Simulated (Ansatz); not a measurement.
MgS built on the rocksalt prototype, relaxed with r2SCAN: space group Fm-3m (No. 225), cubic; conventional cell a = 5.203 Å, 17.61 Å³ an atom. Mg is surrounded by 6 S at 2.60 Å; S is surrounded by 6 Mg at 2.60 Å. One-shot G0W0@PBE in Ansatz 0.2.0 on a 6×6×6 mesh (contour deformation, no spin-orbit coupling), from a PBE gap of 2.788 eV over the mesh points (the G0W0 gap is indirect on the mesh); the number N of bands summed and the screening cutoff rise together. The values are computed, spin-unpolarised, and not measurements.

```tsv
N	cutoff (eV)	1000/N	G0W0 gap (eV)
87	100	11.494	4.094
201	180	4.975	4.246
```

**Lay a straight line in 1000/N through these rows.** The slope is -0.0233 eV per unit of 1000/N and the intercept 4.362 eV.

**Predict the gap at N = 382 (260 eV).** 4.362 + (-0.0233) × 2.618 = 4.301 eV; the run gives 4.310 eV, +0.009 eV from the line.

**With that run's result added, what limit do the last two rows suggest?** Their slope is (4.310 − 4.246)/(2.618 − 4.975) = -0.0272, which meets 1/N = 0 at 4.38 eV, against 4.362 eV from the first line. The slope steepens, so 1/N isn't yet asymptotic and the true limit probably lies higher still; the k mesh isn't extrapolated.
